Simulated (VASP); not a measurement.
# BaS (Fm-3m) in VASP: a series of runs, part 2 of 2

VASP 6.6.1.

## 3. Relaxation of cell and atoms, r2SCAN+rVV10

File INCAR:

```
SYSTEM = BaS
PREC     = Accurate       ! precision mode
ENCUT    = 600            ! plane-wave cutoff, eV
EDIFF    = 1E-7           ! SCF threshold, eV
ISMEAR   = 0              ! smearing method
SIGMA    = 0.02           ! smearing width, eV
LREAL    = .False.        ! projectors in reciprocal space
LASPH    = .True.         ! aspherical terms in the spheres
NELM     = 100            ! most SCF steps
ALGO     = Normal         ! electronic algorithm
ISIF     = 3              ! what is computed and relaxed
LWAVE    = .False.        ! write WAVECAR
LCHARG   = .False.        ! write CHGCAR
METAGGA  = R2SCAN         ! meta-GGA
LMIXTAU  = .True.       
LUSE_VDW = .True.       
IVDW_NL  = 2            
BPARAM   = 11.95        
CPARAM   = 0.0093       
IBRION   = 2              ! ionic algorithm
NSW      = 90             ! ionic steps
EDIFFG   = -0.005         ! ionic threshold
```

File KPOINTS:

```
Automatic mesh
0
Gamma
  8 8 8
  0 0 0
```

File POSCAR:

```
BaS
1.0
    0.0000000000      3.2256756200      3.2256756200
    3.2256756200      0.0000000000      3.2256756200
    3.2256756200      3.2256756200      0.0000000000
Ba S
1 1
Direct
    0.0000000000      0.0000000000      0.0000000000
    0.5000000000      0.5000000000      0.5000000000
```

Potentials or basis: VASP PAW PBE potentials, release 64 (Ba_sv, S).

Started as:

```sh
cat potpaw_PBE.64/Ba_sv/POTCAR potpaw_PBE.64/S/POTCAR > POTCAR
mpirun -np 1 vasp_std > vasp.out
```

OUTCAR:

```text
SYSTEM = BaS
   PREC = Accurate
   ENCUT = 600
   EDIFF = 1E-7
   ISMEAR = 0
   LREAL = .False.
   LASPH = .True.
   NELM = 100
   ISIF = 3
   METAGGA = R2SCAN
   IVDW_NL = 2
   BPARAM = 11.95
   IBRION = 2
   NSW = 90
   EDIFFG = -0.005

 ion  position               nearest neighbor table
   1  0.000  0.000  0.000-   2 3.23   2 3.23   2 3.23   2 3.23   2 3.23   2 3.23
   2  0.500  0.500  0.500-   1 3.23   1 3.23   1 3.23   1 3.23   1 3.23   1 3.23

  LATTYP: Found a face centered cubic cell.
 ALAT       =     6.4513512400

  Lattice vectors:

 A1 = (   0.0000000000,   3.2256756200,   3.2256756200)
 A2 = (   3.2256756200,   0.0000000000,   3.2256756200)
 A3 = (   3.2256756200,   3.2256756200,   0.0000000000)

Analysis of symmetry for initial positions (statically):
[... 269 lines left out ...]
      1     -25.7147      2.00000
      2     -10.3528      2.00000
      3     -10.3528      2.00000
      4     -10.3528      2.00000
      5      -9.6611      2.00000
      6       1.1143      2.00000
      7       1.1143      2.00000
      8       1.1143      2.00000
      9       5.1677      0.00000
     10       5.3910      0.00000
     11       5.3910      0.00000
     12       5.3910      0.00000
[... 331 lines left out ...]
 k-point    24 :      -0.3750    0.2500    0.1250
  band No.  band energies     occupation
      1     -25.6644      2.00000
      2     -11.3054      2.00000
      3     -10.5373      2.00000
      4     -10.4519      2.00000
      5      -8.6887      2.00000
      6      -0.3413      2.00000
      7       0.2701      2.00000
      8       0.3407      2.00000
      9       6.1756      0.00000
     10       6.3658      0.00000
     11       8.2372      0.00000
     12       8.5094      0.00000

 [... further k-points ...]

------------------------ aborting loop because EDIFF is reached ----------------------------------------

  FORCE on cell =-STRESS in cart. coord.  units (eV):
  Direction    XX          YY          ZZ          XY          YZ          ZX
  --------------------------------------------------------------------------------------
  -------------------------------------------------------------------------------------
  Total        0.0009277      0.0009277      0.0009277      0.0000000     -0.0000000      0.0000000
  in kB        0.0224290      0.0224290      0.0224290      0.0000000     -0.0000000      0.0000000
  external PRESSURE =       0.0224290 kB  Pullay stress =       0.0000000 kB
[... 17 lines left out ...]
  FREE ENERGIE OF THE ION-ELECTRON SYSTEM (eV)
  ---------------------------------------------------
  free  energy   TOTEN  =       -38.8402563892 eV

  energy  without entropy=      -38.8402563892  energy(sigma->0) =      -38.84025639

 reached required accuracy - stopping structural energy minimisation
```

OSZICAR:

```text
N       E                     dE             d eps       ncg     rms          rms(c)
DAV:   1     0.649392538232E+02    0.64939E+02   -0.78506E+03   696   0.134E+03
DAV:   2    -0.367651559779E+02   -0.10170E+03   -0.94928E+02   964   0.213E+02
DAV:   3    -0.428861922714E+02   -0.61210E+01   -0.60611E+01   892   0.562E+01
[... 53 lines left out ...]
DAV:   8    -0.388402567190E+02   -0.24465E-06   -0.22594E-07   784   0.505E-03    0.981E-04
DAV:   9    -0.388402568665E+02   -0.14748E-06   -0.87128E-08   468   0.341E-03    0.110E-03
DAV:  10    -0.388402562407E+02    0.62573E-06   -0.63380E-08   484   0.363E-03    0.443E-04
DAV:  11    -0.388402564193E+02   -0.17858E-06   -0.65856E-09   364   0.935E-04    0.374E-04
DAV:  12    -0.388402563892E+02    0.30127E-07   -0.14077E-09   360   0.420E-04
   3 F= -.38840256E+02 E0= -.38840256E+02  d E =-.156118E-02
```

Run time: 6.1 min. Hardware: 1 thread of Intel Xeon 6975P-C (Granite Rapids), shared host; peak memory 0.4 GiB.

Results:

```yaml
Free_energy: -38.8403 eV
Relaxed_volume: 33.13 Å³/atom
Relaxed_cell: a = 4.542 Å, b = 4.542 Å, c = 4.542 Å, α = 60.00°, β = 60.00°, γ = 60.00°
Space_group_after_relaxing_to_0.05_Å: Fm-3m (No. 225)
Energy_gained_by_relaxing: 0.8 meV/atom
Ionic_steps: 3
Pressure_after_relaxing: 0.0 GPa
Band_gap_on_the_k_mesh: 2.44 eV, indirect (least direct gap 2.58 eV)
```

Step by step:
```csv
step,energy change (eV),largest force (eV/Å),pressure (GPa),volume (Å³)
1,0.0000,0.0000,-0.57,67.13
2,-0.0014,0.0000,0.21,65.97
3,-0.0016,0.0000,0.00,66.27
```

Final structure:
```
Ba S
1.0
     0.00000    3.21185    3.21185
     3.21185    0.00000    3.21185
     3.21185    3.21185    0.00000
Ba S
1 1
Direct
  0.00000 0.00000 0.00000
  0.50000 0.50000 0.50000
```

Caveat: the PAW data sets were made with another functional, which shifts forces and pressure a little; spin-orbit coupling is left out, which moves the levels of the heavy elements.
